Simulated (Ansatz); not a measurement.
KBr: elastic constants with PBEsol

Crystal: KBr.

```
Br K
1.0
     0.00000    3.30000    3.30000
     3.30000    0.00000    3.30000
     3.30000    3.30000    0.00000
Br K
1 1
Direct
  0.50000 0.50000 0.50000
  0.00000 0.00000 0.00000
```

```
Program             : Ansatz 0.2.0
Task                : elastic constants
Functional          : PBEsol
Potentials or basis : Ansatz PAW
Cutoff              : 420 eV (not typed: the program's choice for these potentials)
k mesh              : 6 × 6 × 6
Occupations         : fixed
Spin                : no spin polarisation
Atoms under strain  : relaxed
```

```yaml
Pressure: -0.3 GPa
Band_gap_on_the_k_mesh: 4.28 eV, direct
Elastic_constants_C11_C12_C44: 32, 4, 5 GPa
Voigt_bulk_modulus: 14 GPa
```

Levels at points of the mesh, in eV from the valence-band top:
```csv
k point,band 6,band 7,band 8,band 9,band 10,band 11
"(0.00, 0.00, 0.00)",0.00,0.00,0.00,4.28,7.53,7.53
"(0.00, 0.00, -0.50)",-1.21,-0.34,-0.34,6.44,8.13,9.70
"(0.00, -0.50, -0.50)",-0.83,-0.29,-0.29,5.75,7.10,9.32
```

Elastic tensor in Voigt notation (GPa, in the Cartesian axes of the cell as first typed):
```
32  4  4  0  0  0
 4 32  4  0  0  0
 4  4 32  0  0  0
 0  0  0  5  0  0
 0  0  0  0  5  0
 0  0  0  0  0  5
```

Wall time 4.4 s on 2 threads of Arm Neoverse V1, with other jobs on the host, peak memory 0.35 GiB.

Caveat: the PAW data sets come from PBE, with cores solved anew for the run's functional, which leaves a small shift of forces and pressure. As with any semilocal functional, this PBEsol gap is likely too small.
